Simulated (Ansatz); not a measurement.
# W: stress in a strained cell

W is deformed so: equal xx and yy strain of -1 %. What stress and forces result, by LAPW, PAW and all-electron datasets made for the crystal?

Computed with Ansatz 0.2.0 (DFT PBE, scalar-relativistic, unless a step's input says otherwise).

### Step 1. The structure to begin with

It takes space group Fm-3m (No. 225, cubic). Conventional cell: a = 4.060 Å, b = 4.060 Å, c = 4.060 Å, α = 90.00°, β = 90.00°, γ = 90.00°. W (site symmetry m-3m) is surrounded by 12 W at 2.87 Å.

Structure file:

```cif
data_structure
_symmetry_space_group_name_H-M 'P 1'
_symmetry_Int_Tables_number 1
_cell_length_a 2.8709
_cell_length_b 2.8709
_cell_length_c 2.8709
_cell_angle_alpha 60.000
_cell_angle_beta 60.000
_cell_angle_gamma 60.000
_cell_volume 16.73
loop_
_atom_site_label
_atom_site_type_symbol
_atom_site_fract_x
_atom_site_fract_y
_atom_site_fract_z
_atom_site_occupancy
W1 W 0.00000 0.00000 0.00000 1
```

### Step 2. The deformed structure

Space group Fm-3m before, I4/mmm after.

### Step 3. LAPW, all electrons

input.yaml

```yaml
crystal:
  lattice:
    - [0.0, 2.0097, 2.03]
    - [2.0097, 0.0, 2.03]
    - [2.0097, 2.0097, 0.0]
  atoms:
    - { symbol: W, position: [0.0, 0.0, 0.0] }
kpoints:
  mp_grid: { grid: [14, 14, 14] }
  band_path:
    path:
      - [0.0, 0.0, 0.0]
      - [0.0, 0.5, 0.5]
      - [0.25, 0.75, 0.5]
      - [0.0, 0.5, 0.0]
      - [0.0, 0.0, 0.0]
      - [0.5, 0.5, 0.0]
      - [0.3725125, 0.6274875, 0.0]
      - [-0.3725125, 0.3725125, 0.0]
      - [0.0, 0.0, 0.0]
    npoints: 5
scf:
  occupations: { method: fermi_dirac, width: 0.05 }
hamiltonian:
  xc: pbe
  pseudopotentials: { kind: all_electron, lapw: { basis_error: 0.00025 } }
output:
  forces: true
  stress: true
  eigenvalues: true
```

Run with:

```console
ansatz run input.yaml --threads 1 --pin off --max-ram 3072MiB --backend cpu --events-out ev --progress --plain --runs-dir out
```

### Step 4. Frozen-core PAW

input.yaml

```yaml
crystal:
  lattice:
    - [0.0, 2.0097, 2.03]
    - [2.0097, 0.0, 2.03]
    - [2.0097, 2.0097, 0.0]
  atoms:
    - { symbol: W, position: [0.0, 0.0, 0.0] }
kpoints:
  mp_grid: { grid: [14, 14, 14] }
scf:
  occupations: { method: fermi_dirac, width: 0.05 }
hamiltonian:
  xc: pbe
  pseudopotentials: { kind: paw }
output:
  forces: true
  stress: true
  eigenvalues: true
  efg: { contact_densities: true }
```

### Step 5. Datasets made for this crystal

input.yaml, as its differences from that of step 4:

```diff
@@ -13,3 +13,3 @@
   xc: pbe
-  pseudopotentials: { kind: paw }
+  pseudopotentials: { kind: all_electron, datasets: crystal }
 output:
```

(Steps that only read results are left out.)

Q: Predict the outcome of this session. Wanted: pressure; largest shear or deviatoric stress.

As calculated:

| quantity | value |
| --- | --- |
| pressure | LAPW 0.96, PAW 0.88, crystal datasets 0.96 GPa |
| largest shear or deviatoric stress (LAPW) | 2.21 GPa |

**Reading.** The largest part of the stress beyond the pressure is 2.21 GPa in size, in the zz component. No run of the undeformed cell stands beside it, so the pressure holds what the given cell had before the change. PAW: stress within 0.09 GPa of LAPW. Crystal datasets: stress within 0.01 GPa of LAPW. Spin-orbit coupling is left out, though the cell holds W; in elements this heavy it can shift bands and gaps by tenths of an eV.
